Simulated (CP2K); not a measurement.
CuO:

```
Cu O
1.0
     3.42205    0.00000    0.00000
     0.00000    3.42205    0.00000
     0.00000    0.00000    4.26046
Cu O
2 2
Direct
  0.00000 0.50000 0.00000
  0.50000 0.00000 0.50000
  0.00000 0.00000 0.25000
  0.00000 0.00000 0.75000
```

Measurements of this composition are mostly on another form, of space group No. 15.

| Item | Value |
| --- | --- |
| Program | CP2K 2026.2 |
| Task | relaxation of cell and atoms |
| Functional | PBE |
| Potentials or basis | POTENTIAL_UZH Cu GTH-PBE-q11, O GTH-PBE-q6; TZVP-MOLOPT-PBE-GTH basis |
| Density cutoff | 8163 eV |
| k mesh | 6 × 6 × 5 |
| Occupations | fermi-dirac, width 0.0259 eV |
| Spin | no spin polarisation |

At the start: pressure -1.2 GPa; volume 12.47 Å³/atom.

Task: How do energy, volume and symmetry change on relaxing?

Result: Over 10 steps the energy falls by 376.1 meV/atom and the volume is 11.38 Å³/atom (-8.7 %); space group P4_2/mmc (No. 131, to 0.05 Å).

The path:
| step | energy change (eV) | largest force (eV/Å) | volume (Å³) |
| --- | --- | --- | --- |
| 1 | 0.0000 | 0.0000 | 49.89 |
| 2 | -0.0624 | 0.0046 | 49.73 |
| 3 | -0.8387 | 0.0050 | 47.26 |
| 4 | -1.2929 | 0.0051 | 44.62 |
| 5 | -1.3846 | 0.0662 | 43.03 |
| 6 | -1.4064 | 0.0680 | 43.20 |
| 7 | -1.5032 | 0.0042 | 45.20 |
| 8 | -1.5045 | 0.0045 | 45.50 |
| 9 | -1.5045 | 0.0044 | 45.54 |
| 10 | -1.5045 | 0.0044 | 45.54 |

Final structure:
```yaml
crystal:
  lattice:
    - [2.96570, 0.00000, 0.00000]
    - [0.00000, 2.96570, 0.00000]
    - [0.00000, 0.00000, 5.17736]
  atoms:
    - { symbol: Cu, position: [0.00000, 0.50000, 0.00000] }
    - { symbol: Cu, position: [0.50000, 0.00000, 0.50000] }
    - { symbol: O, position: [0.00000, 0.00000, 0.25000] }
    - { symbol: O, position: [0.00000, 0.00000, 0.75000] }
```

Caveat: the basis of atomic orbitals isn't converged, which shifts pressures, moduli and gaps; the run has no spin polarisation, though such a crystal can be magnetic.
